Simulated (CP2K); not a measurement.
BP:

```
P B
1.0
     3.20885    0.00000    0.00000
     1.60443    2.77895    0.00000
     1.60443    0.92632    2.62002
P B
1 1
Direct
  0.75000 0.75000 0.75000
  0.00000 0.00000 0.00000
```

Program: CP2K 2026.2. Alike in all runs: task atomic charges; potentials or basis POTENTIAL_UZH P GTH-PBE-q5, B GTH-PBE-q3; TZVP-MOLOPT-PBE-GTH basis; no spin polarisation; cell as given; k mesh 10 × 10 × 10; smearing fermi-dirac 0.05 eV.

Task: Order these runs on this cell by their pressure, lowest first.
A. level vdW-DF2; cutoff of the non-local correlation (Ry) 300
B. level WC
C. level PW91

Result: B (-1.2 GPa), C (0.4 GPa), A (5.4 GPa).

Caveats: the potentials were made for another functional, which shifts forces and pressure; the basis of atomic orbitals isn't converged, which shifts pressures, moduli and gaps.

Runs at the PBE level aren't shown here.
